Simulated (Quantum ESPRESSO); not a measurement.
## Ir under changes of volume

One of the cells (14.059 Å³/atom); the others are scaled copies at fixed shape and fractional positions:

```xyz
1
Lattice="0.0000 1.9156 1.9156 1.9156 0.0000 1.9156 1.9156 1.9156 0.0000" Properties=species:S:1:pos:R:3 pbc="T T T"
Ir    0.0000    0.0000    0.0000
```

```yaml
Program: Quantum ESPRESSO 7.5
Functional: PBEsol
Potentials_or_basis: GBRV 1.5 PBEsol
Cutoff: 612 eV
Density_cutoff: 4898 eV
k_mesh: 12 × 12 × 12
Occupations: fermi-dirac, width 0.05 eV
Spin: no spin polarisation
```

```csv
volume (Å³/atom),energy over the lowest point (meV/atom),pressure (GPa)
13.215,65.62,27.1
13.496,27.17,16.7
13.778,5.97,7.5
14.059,0.00,-0.7
14.340,7.57,-7.9
14.621,?,?
14.902,57.23,-20.0
```

Q: What does the run at 14.621 Å³/atom give?

A: Energy over the lowest point 27.11 meV/atom; pressure -14.4 GPa.

Worked out: A Birch-Murnaghan fit of order 3 (a polynomial in V^(-2/3)) to the other rows has its minimum at 14.04 Å³/atom with B0 = V·E''(V) = 388 GPa and B' = 5.0. It gives 27.10 meV/atom at 14.621 Å³/atom, against the run's 27.11, and -dE/dV = -14.3 GPa, against -14.4.

Energies are extrapolated to zero smearing.
